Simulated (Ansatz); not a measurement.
## Relaxing ThSiO4 (I4_1/amd) (192 atoms)

Aim: bring ThSiO4 (I4_1/amd) (192 atoms) to a nearby minimum of the energy and see what moves.

Program: Ansatz 0.2.0. Level of theory: Kohn-Sham DFT, PBE, norm-conserving pseudopotentials, plane waves. Results are calculated unless marked as measured.

**1. Starting point**

The cell holds 192 atoms: 32 Th, 32 Si and 128 O. Cell: a = 14.296 Å, b = 14.296 Å, c = 12.618 Å, α = 90.0°, β = 90.0°, γ = 90.0°. It derives from ThSiO4 (I4_1/amd), repeated 2×2×2. ThSiO4, space group I4_1/amd, structure from the Crystallography Open Database, 2 x 2 x 2 conventional cells; every coordinate displaced by a Gaussian of 0.02 Å.

What the set-up can't give: Sampling is at Γ alone, for a cell whose shortest periodic width is 13 Å. Spin–orbit coupling is left out, which matters for the levels of the heavy elements.

**2. Single point at the start**

The forces at the start show how far the geometry lies from a minimum of this functional.

Input file input.yaml:

```yaml
crystal:
  lattice:
    - [14.296, 0.0, 0.0]
    - [0.0, 14.296, 0.0]
    - [0.0, 0.0, 12.618]
  atoms:
    - { symbol: Th, position: [0.99881, 0.99907, 0.99982] }
    - { symbol: Th, position: [0.25091, 0.25302, 0.24893] }
    - { symbol: Th, position: [0.99675, 0.25131, 0.12433] }
    - { symbol: Th, position: [0.24968, 0.00046, 0.37092] }
    - { symbol: Si, position: [0.99834, 0.9983, 0.25198] }
    - { symbol: Si, position: [0.24929, 0.24959, 0.99888] }
    - { symbol: Si, position: [0.99829, 0.25024, 0.37286] }
    - { symbol: Si, position: [0.25058, 0.00017, 0.12332] }
    - { symbol: O, position: [2.0e-05, 0.08327, 0.17811] }
    - { symbol: O, position: [0.24897, 0.16532, 0.42975] }
    - { symbol: O, position: [0.41344, 0.24834, 0.3034] }
    - { symbol: O, position: [0.33468, 0.00172, 0.05631] }
    - { symbol: O, position: [0.24927, 0.08528, 0.19495] }
    - { symbol: O, position: [0.00048, 0.16705, 0.44507] }
    - { symbol: O, position: [0.33594, 0.24979, 0.0689] }
    - { symbol: O, position: [0.41321, 0.00186, 0.32375] }
    - { symbol: O, position: [0.08266, 0.00122, 0.32357] }
    - { symbol: O, position: [0.16595, 0.24925, 0.07154] }
    - { symbol: O, position: [0.1652, 0.99948, 0.0521] }
    - { symbol: O, position: [0.08361, 0.24972, 0.30327] }
    - { symbol: O, position: [0.25109, 0.3379, 0.42854] }
    - { symbol: O, position: [0.0014, 0.41654, 0.17859] }
    - { symbol: O, position: [0.00128, 0.33415, 0.4461] }
    - { symbol: O, position: [0.2499, 0.41544, 0.19344] }
    - { symbol: Th, position: [0.99993, 0.9988, 0.50288] }
    - { symbol: Th, position: [0.25103, 0.24817, 0.7506] }
    - { symbol: Th, position: [0.99815, 0.24984, 0.62353] }
    - { symbol: Th, position: [0.2491, 0.0003, 0.8772] }
    - { symbol: Si, position: [0.00051, 0.9991, 0.75111] }
    - { symbol: Si, position: [0.25018, 0.24911, 0.50032] }
    - { symbol: Si, position: [0.00043, 0.25033, 0.87543] }
    - { symbol: Si, position: [0.24972, 0.99779, 0.62559] }
    [... 154 atom lines left out ...]
    - { symbol: O, position: [0.66687, 0.50022, 0.55523] }
    - { symbol: O, position: [0.58309, 0.75002, 0.80466] }
    - { symbol: O, position: [0.75102, 0.83414, 0.93053] }
    - { symbol: O, position: [0.49991, 0.91573, 0.67647] }
    - { symbol: O, position: [0.49692, 0.83602, 0.9487] }
    - { symbol: O, position: [0.74794, 0.91678, 0.69818] }
kpoints:
  mp_grid: { grid: [1, 1, 1] }
hamiltonian:
  xc: pbe
  pseudopotentials: { kind: nc, accuracy: standard }
scf:
  occupations: { method: fixed }
output:
  forces: true
```

Started as:

```
ansatz run input.yaml --threads 16 --pin off --max-ram 31232MiB --backend cpu --events-out ev --progress --plain --runs-dir out
```

Numbers of over 12 decimals in the logs are rounded to 6 here.

What it wrote:

```text
Engine: ansatz 0.2.0, aarch64-unknown-linux-gnu
Pseudopotentials: kind: nc
Pseudopotential: Th, nc, valence charge 22, recommended cutoff 950 eV (normal), Th.nc.azcp
Pseudopotential: Si, nc, valence charge 4, recommended cutoff 489.804952 eV (normal), Si.nc.azcp (PseudoDojo's, or run here from an input of PseudoDojo's; its table is named by hamiltonian.pseudopotentials.accuracy)
Pseudopotential: O, nc, valence charge 6, recommended cutoff 1142.878222 eV (normal), O.nc.azcp (PseudoDojo's, or run here from an input of PseudoDojo's; its table is named by hamiltonian.pseudopotentials.accuracy)
[... 5 lines on functional and potentials left out ...]
Crystal: 192 atoms, lattice volume = 2578.812 Å³
Basis set: ecut = 1142.878222 eV, 226349 PW (Γ), exchange–correlation on 320×320×288 points (8 copies of the dense FFT grid, shifted against one another)
Bands: 992, of which v1, the nominal top of the filled ones, is band 800 counted from 1 (799 counted from 0)
Symmetry: 1 space group operations
Space group: P1 (ITA 1), of the structure as read, at distance tolerance 1.4e-4 Å
k-points: 1
[... 3 lines on functional and potentials left out ...]
Initial density: superposition of atomic densities (chi_scale 0.1, normalization cell, long waves kept (reshape's long-wave potential 0.06 eV rms))
Initial wavefunctions: pseudopotential atomic-orbital guess
Functional: x = pbe(κ = 0.804, μ = 0.219515), c = pbe(β = 0.066725)
SCF iter   1: F=—  HF=-212751.274748 eV  |F-HF|=—  |Δ(HF+E_count)|=         —  Δρ=1.11e-1  dr2=5.67e2  ethr=3.10e-3  ⟨swp⟩=5.0  Hψ=3738  notcnv=0  defer=158
preconditioner: auto → Resta (q_TF=auto, 2.520 Å⁻¹)  ε∞=8.2  [insulator: Δε(μ)=0.571 eV  Ē_g=9.481 eV  n_scr=686 (ndim 8)  ℏωp=25.5 eV  f_vac=0.000  ε∞_Penn≈8.2]
SCF iter   2: F=—  HF=-212652.878311 eV  |F-HF|=—  |Δ(HF+E_count)|=    9.84e1  Δρ=5.63e-2  dr2=8.56e1  ethr=3.10e-3  ⟨swp⟩=7.0  Hψ=2477  notcnv=0  defer=175
SCF iter   3: F=—  HF=-212631.934222 eV  |F-HF|=—  |Δ(HF+E_count)|=    2.09e1  Δρ=2.58e-2  dr2=1.88e1  ethr=3.10e-3  ⟨swp⟩=3.0  Hψ=1707  notcnv=0  defer=179
SCF iter   4: F=—  HF=-212629.051185 eV  |F-HF|=—  |Δ(HF+E_count)|=    2.88e0  Δρ=1.07e-2  dr2=4.26e0  ethr=1.18e-3  ⟨swp⟩=4.0  Hψ=943  notcnv=0  defer=179
SCF iter   5: F=—  HF=-212628.975637 eV  |F-HF|=—  |Δ(HF+E_count)|=   7.55e-2  Δρ=2.94e-3  dr2=2.01e-1  ethr=2.66e-4  ⟨swp⟩=5.0  Hψ=1472  notcnv=0  defer=188
SCF iter   6: F=—  HF=-212629.119072 eV  |F-HF|=—  |Δ(HF+E_count)|=   1.43e-1  Δρ=1.18e-3  dr2=2.34e-2  ethr=1.26e-5  ⟨swp⟩=5.0  Hψ=1627  notcnv=0  defer=190
SCF iter   7: F=—  HF=-212629.126294 eV  |F-HF|=—  |Δ(HF+E_count)|=   7.22e-3  Δρ=5.27e-4  dr2=5.40e-3  ethr=1.46e-6  ⟨swp⟩=2.0  Hψ=1429  notcnv=0  defer=190
SCF iter   8: F=—  HF=-212629.126993 eV  |F-HF|=—  |Δ(HF+E_count)|=   6.99e-4  Δρ=1.88e-4  dr2=1.05e-3  ethr=3.37e-7  ⟨swp⟩=2.0  Hψ=1427  notcnv=0  defer=190
SCF iter   9: F=—  HF=-212629.127221 eV  |F-HF|=—  |Δ(HF+E_count)|=   2.28e-4  Δρ=4.40e-5  dr2=3.34e-5  ethr=6.57e-8  ⟨swp⟩=3.0  Hψ=1485  notcnv=0  defer=189
SCF iter  10: F=—  HF=-212629.133202 eV  |F-HF|=—  |Δ(HF+E_count)|=   5.98e-3  Δρ=2.59e-5  dr2=1.29e-5  ethr=2.09e-9  ⟨swp⟩=4.0  Hψ=1835  notcnv=0  defer=186
SCF iter  11: F=—  HF=-212629.133202 eV  |F-HF|=—  |Δ(HF+E_count)|=   5.70e-7  Δρ=1.02e-5  dr2=1.73e-6  ethr=8.04e-10  ⟨swp⟩=2.0  Hψ=1427  notcnv=0  defer=186
SCF iter  12: F=—  HF=-212629.133203 eV  |F-HF|=—  |Δ(HF+E_count)|=   3.32e-7  Δρ=2.03e-6  dr2=1.25e-7  ethr=1.08e-10  ⟨swp⟩=3.0  Hψ=1630  notcnv=0  defer=186
SCF iter  13: F=-212629.133203 eV  HF=-212629.133203 eV  |F-HF|=9.31e-10  |Δ(HF+E_count)|=   1.15e-7  Δρ=8.56e-7  dr2=2.28e-8  ethr=6.25e-12  ⟨swp⟩=7.0  Hψ=4011  notcnv=0
SCF 1 converged in 13 iterations: F = -212629.133203 eV  dr2 = 2.28e-8
SCF converged after 13 iterations
Free energy (F): -212629.133203 eV
Harris-Foulkes:  -212629.133203 eV  (|F-HF|=9.31e-10)
Internal energy: -212629.133203 eV  (E = F + TS)
E sigma→0 (E₀):  -212629.133203 eV
Fermi energy:    9.294375 eV
--- Per-component energies (eV) ---
  E_band       = -23375.940990
  E_kinetic    = 94581.233925
  E_local      = -169883.284429  (includes V_loc(G=0)·N_el)
  E_nonlocal   = -21085.192365
  E_hartree    = 53773.746941
  E_xc         = -31980.921120
  E_vxc        = -34536.187795  (∫ρ·V_xc dr)
  E_ewald      = -138034.716155
  E_smearing   = -0.000000  (= −TS)
  E_closure    = -0.000000  (closes the sum)
  Σ components = -212629.133203   (vs F -212629.133203, Δ=0.00e0)
--- Forces (eV/Å), atoms counted from 1 ---
  atom   1  Th    -0.27714073     0.47415304     0.17293690
  atom   2  Th    -0.30406776     0.15843475    -0.07915124
  atom   3  Th     0.66324632    -0.87434150     0.09325382
  atom   4  Th     0.01900177    -0.02069362     0.66257257
  atom   5  Si     2.37671603     0.74740805    -2.76638814
  atom   6  Si     0.56411628     0.94039592     0.71746096
  atom   7  Si     1.31521412     0.49734686     1.16689892
  atom   8  Si    -2.32431525    -0.79944756     2.57439773
  atom   9  O      0.00149590     5.23746475    -4.89638394
  atom  10  O      0.06975637    -6.20364793    -5.76637008
  atom  11  O     -4.35529469    -0.03896139    -4.31050517
  atom  12  O      7.83874103    -0.05046740    -6.79169450
  atom  13  O     -0.11055540     5.16956603     5.14133582
  atom  14  O     -0.16379037    -6.59366184     5.94627465
[...]
atom 191  O      0.05277790     4.85746491     4.26585335
  atom 192  O      0.03154442    -6.69719805     5.77905507
  max |Σ_I F_I| component: 4.02e-5 eV/Å
```

Wall time 2.5 min (16 threads of Arm Neoverse V1, shared host); peak memory 19 GiB.

The run gave:

```yaml
free_energy: -212629.1332 eV
free_energy_per_atom: -1107.4434 eV/atom
scf_cycles: 13
r_m_s_force_component: 3.969 eV/Å
longest_force: 13.1 eV/Å
fermi_energy: 9.294 eV
```

The r.m.s. force component of 4.0 eV/Å sets the starting point.

Length of the force by element:

```
element  coordination  atoms  mean length of the force (eV/Å)  spread  least  most
      O           all    128                             8.13    1.55   4.32  13.1
     Si           all     32                             2.65    1.28  0.528  6.40
     Th           all     32                            0.701   0.278  0.113  1.27
```

**3. Relaxation**

The atoms are relaxed in the fixed cell, aiming at the force tolerance of the input.

Changes to input.yaml since step 2:

```diff
@@ -16 +16,4 @@
   forces: true
+relax:
+  f_tol: 0.03
+  max_steps: 60
```

What it wrote:

```text
[...]
Crystal: 192 atoms, lattice volume = 2578.812 Å³
Basis set: ecut = 1142.878222 eV, 226349 PW (Γ), exchange–correlation on 320×320×288 points (8 copies of the dense FFT grid, shifted against one another)
Bands: 992, of which v1, the nominal top of the filled ones, is band 800 counted from 1 (799 counted from 0)
Symmetry: 1 space group operations
[...]
k-points: 1
[...]
SCF iter   1: F=—  HF=-212751.274747 eV  |F-HF|=—  |Δ(HF+E_count)|=         —  Δρ=1.11e-1  dr2=5.67e2  ethr=3.10e-3  ⟨swp⟩=5.0  Hψ=3738  notcnv=0  defer=158
[...]
SCF iter  10: F=-212629.133195 eV  HF=-212629.133202 eV  |F-HF|=7.00e-6  |Δ(HF+E_count)|=   4.58e-5  Δρ=2.55e-5  dr2=1.33e-5  ethr=1.41e-9  ⟨swp⟩=7.0  Hψ=4234  notcnv=0
SCF 1 converged in 10 iterations: F = -212629.133195 eV  dr2 = 1.33e-5
relax step   1: F+E_penalty+E_count = -212629.13319544 eV  Δ(F+E_penalty+E_count) = +0.000e0 eV  max|allowed force component| = 1.003e1 eV/Å  Δτ_max = 0.0000 Å  (10 SCF iters, dr2 threshold 2.25e-5 eV, accepted)
[...]
relax step   2: F+E_penalty+E_count = -212678.59370127 eV  Δ(F+E_penalty+E_count) = -4.946e1 eV  max|allowed force component| = 4.172e0 eV/Å  Δτ_max = 0.1945 Å  (8 SCF iters, dr2 threshold 1.00e-4 eV, accepted)
[...]
relax step   3: F+E_penalty+E_count = -212699.07771587 eV  Δ(F+E_penalty+E_count) = -2.048e1 eV  max|allowed force component| = 3.928e-1 eV/Å  Δτ_max = 0.1938 Å  (8 SCF iters, dr2 threshold 1.00e-4 eV, accepted)
relax step   4: F+E_penalty+E_count = -212699.29187777 eV  Δ(F+E_penalty+E_count) = -2.142e-1 eV  max|allowed force component| = 3.015e-2 eV/Å  Δτ_max = 0.0706 Å  (6 SCF iters, dr2 threshold 9.64e-6 eV, accepted)
[...]
relax step   5: F+E_penalty+E_count = -212699.29364747 eV  Δ(F+E_penalty+E_count) = -1.770e-3 eV  max|allowed force component| = 2.324e-3 eV/Å  Δτ_max = 0.0085 Å  (7 SCF iters, accepted)
SCF converged after 7 iterations
Free energy (F): -212699.293647 eV
[...]
Internal energy: -212699.293647 eV  (E = F + TS)
E sigma→0 (E₀):  -212699.293647 eV
Fermi energy:    8.953327 eV
[...]
--- Forces (eV/Å), atoms counted from 1 ---
  atom   1  Th     0.00087194     0.00030909    -0.00027440
  atom   2  Th     0.00077097     0.00100052     0.00086703
  atom   3  Th     0.00060386     0.00071538     0.00072144
  atom   4  Th    -0.00200613     0.00162933    -0.00057735
  atom   5  Si     0.00076156     0.00075214     0.00125280
  atom   6  Si     0.00020976     0.00068224     0.00071896
  atom   7  Si    -0.00042581    -0.00022728     0.00045461
  atom   8  Si    -0.00020607     0.00066888     0.00081325
  atom   9  O      0.00005519    -0.00016731    -0.00082424
  atom  10  O     -0.00008793    -0.00112399    -0.00076950
  atom  11  O     -0.00065026    -0.00047316    -0.00039164
  atom  12  O     -0.00041004     0.00033907     0.00004475
  atom  13  O     -0.00035832    -0.00134970    -0.00010515
  atom  14  O      0.00060001    -0.00014576     0.00007331
[...]
atom 191  O     -0.00033435     0.00075046     0.00030435
  atom 192  O      0.00021254     0.00102367    -0.00057493
  max |Σ_I F_I| component: 5.82e-5 eV/Å
--- Relaxed structure (5 steps of the walk, 5 accepted, 0 SCFs on fresh bases) ---
  F+E_penalty+E_count = -212699.29364747 eV   max|allowed force component| = 2.324e-3 eV/Å
  atoms:
    - { symbol: Th, position: [0.999850, 1.000091, 1.000041] }
    - { symbol: Th, position: [0.249837, 0.250101, 0.250034] }
    - { symbol: Th, position: [0.999839, 0.250089, 0.125037] }
    - { symbol: Th, position: [0.249828, 9.742818245186571e-5, 0.375037] }
[...]
- { symbol: O, position: [0.749800, 0.911526, 0.708083] }
```

Run time: 9.1 min. Hardware: 16 threads; peak memory 19 GiB; 2.4 h of CPU time.

Relaxation path:

```
step  energy less that of the first step (eV)  largest force component (eV/Å)
   1                                   0.0000                         10.0320
   2                                 -49.4605                          4.1721
   3                                 -69.9445                          0.3928
   4                                 -70.1587                          0.0301
   5                                 -70.1605                          0.0023
```

The atoms that moved most (Å):

```
atom      dx      dy      dz  length
O134  -0.026  -0.073   0.195   0.210
O165   0.019   0.109  -0.174   0.206
 O84   0.090   0.007  -0.182   0.203
 O67  -0.096   0.010  -0.171   0.197
O166   0.013  -0.065  -0.183   0.195
O156   0.078   0.027  -0.176   0.194
 O24  -0.002  -0.056   0.185   0.193
 O12   0.054  -0.023  -0.181   0.190
```

The relaxation changed the energy by -365 meV/atom, and atoms moved by 0.13 Å r.m.s., 0.21 Å at most.

**4. Structure statistics after relaxation**

Bonds before and after, by the cutoffs listed below:

```
pair  bonds before  bonds after  mean before (Å)  mean after (Å)  spread before (Å)  spread after (Å)
O-Si           128          128            1.508           1.644              0.025             0.000
O-Th           256          256            2.508           2.413              0.055             0.045
```

Density 6.68 g/cm³, 13.43 Å³ an atom.

g(r), total and by pair (bins of 0.2 Å):

```
r (Å)  total   O-O   O-Si   O-Th  Si-Si  Si-Th  Th-Th
 1.60   2.70  0.00  12.15   0.00   0.00   0.00   0.00
 1.80   0.00  0.00   0.00   0.00   0.00   0.00   0.00
 2.00   0.00  0.00   0.00   0.00   0.00   0.00   0.00
 2.20   0.00  0.00   0.00   0.00   0.00   0.00   0.00
 2.40   2.43  0.00   0.00  10.95   0.00   0.00   0.00
 2.60   0.56  1.25   0.00   0.00   0.00   0.00   0.00
 2.80   1.37  3.08   0.00   0.00   0.00   0.00   0.00
 3.00   1.50  3.39   0.00   0.00   0.00   0.00   0.00
 3.20   0.35  0.00   0.00   0.00   0.00   6.35   0.00
 3.40   1.20  1.36   2.65   0.00   0.00   0.00   0.00
 3.60   0.54  1.22   0.00   0.00   0.00   0.00   0.00
 3.80   1.22  0.55   4.38   0.00   0.00   0.00   0.00
 4.00   0.93  0.00   0.00   0.00   8.35   8.35   8.35
 4.20   0.00  0.00   0.00   0.00   0.00   0.00   0.00
 4.40   2.23  1.64   1.72   5.05   0.00   0.00   0.00
 4.60   1.18  1.14   0.00   3.00   0.00   0.00   0.00
 4.80   1.54  1.35   2.87   1.35   0.00   0.00   0.00
 5.00   0.28  0.00   0.00   0.00   0.00   4.98   0.00
 5.20   1.31  1.79   0.00   2.31   0.00   0.00   0.00
 5.40   1.20  2.16   1.09   0.00   0.00   0.00   0.00
 5.60   0.23  0.00   1.05   0.00   0.00   0.00   0.00
 5.80   0.21  0.46   0.00   0.00   0.00   0.00   0.00
 6.00   2.39  1.79   3.56   0.00  10.85   3.65  10.85
 6.20   0.93  0.42   0.00   3.37   0.00   0.00   0.00
 6.40   0.97  1.19   1.58   0.00   1.60   0.00   1.60
 6.60   0.41  0.94   0.00   0.00   0.00   0.00   0.00
 6.80   0.92  1.37   0.02   1.40   0.00   0.00   0.00
 7.00   0.74  0.33   2.65   0.00   0.00   0.00   0.00
```

Bonds by pair of elements; cutoffs follow the first minimum of g(r), held within bounds set by covalent radii, and pairs that aren't listed don't count as bonded:

```
pair A-B  cutoff (Å)  bonds  mean length (Å)  spread (Å)  shortest (Å)  B about A  A about B
    O-Si        2.02    128             1.64           0          1.64          1          4
    O-Th        3.18    256             2.41       0.045          2.37          2          8
```

How many atoms have how many bonded neighbours:

```
element  mean    3   4   8
      O     3  128   0   0
     Si     4    0  32   0
     Th     8    0   0  32
```

Bond angles (no mean is given where the spread exceeds 20°):

```
  angle  count  mean (°)  spread (°)
 O-Th-O    896         -           -
Si-O-Th    256         -           -
 O-Si-O    192       110         6.2
Th-O-Th    128       108           0
```

Oxygen atoms by the number of network formers (Si, P, Ge, B, Al, As, Ga) bound to them:

```
network formers bound to O  O atoms  per cent
                         0        0         0
                         1      128       100
```

Network units: each former by its oxygen neighbours and how many of them bridge to another former:

```
former  O neighbours  bridging O  atoms
    Si             4           0     32
```

With the cutoffs above, all O atoms have 3, all Si atoms have 4 and all Th atoms have 8 bonded neighbours. Counting bonds to Si alone, not to Th, 0 % of the oxygens join two of these atoms and 100 % one. The commonest Si unit has 4 oxygens, 0 of them shared with other formers (32 of 32 atoms).

[end of part 1 of 2]

[Logs are printed without paths, hosts, clocks, repeated set-up lines and the standing remarks that a program may print on its own settings, such as how far it seeks lower states.]

[Hosts, paths, dates, database ids (printed as entryN), source tags and the programs' standing remarks are cut or masked in the printed files.]
